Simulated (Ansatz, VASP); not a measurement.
HfN in VASP and in Ansatz

```
Hf N
1.0
     0.00000    2.43835    2.43835
     2.43835    0.00000    2.43835
     2.43835    2.43835    0.00000
Hf N
1 1
Direct
  0.00000 0.00000 0.00000
  0.25000 0.25000 0.25000
```

Change from the starting cell: volume scaled by 0.98.

Alike in both runs: task single point; functional PBEsol; k mesh 9 × 9 × 9; occupations fermi-dirac, width 0.05 eV; no spin polarisation.

|  | VASP | Ansatz |
| --- | --- | --- |
| version | VASP 6.6.1 | Ansatz 0.2.0 |
| potentials or method | VASP PAW PBE potentials, release 64 (Hf_pv, N), cutoff 520 eV | all-electron LAPW, scalar-relativistic |

VASP gave:

```
gap on the k mesh at the Fermi level (eV) : none
pressure (GPa)                            : -2.1
```

**Question.** What did Ansatz give for the same quantities?

**Answer.** gap on the k mesh at the Fermi level (eV): none; pressure (GPa): -1.2.

A gap of «none» marks a metal or a gap that the smearing closes. Ansatz ran all-electron here, so the differences hold the error of VASP's frozen core and of both bases.

Caveats: the PAW data sets were made with another functional, which shifts forces and pressure a little (VASP). Spin-orbit coupling is left out, which matters for the levels of Hf.
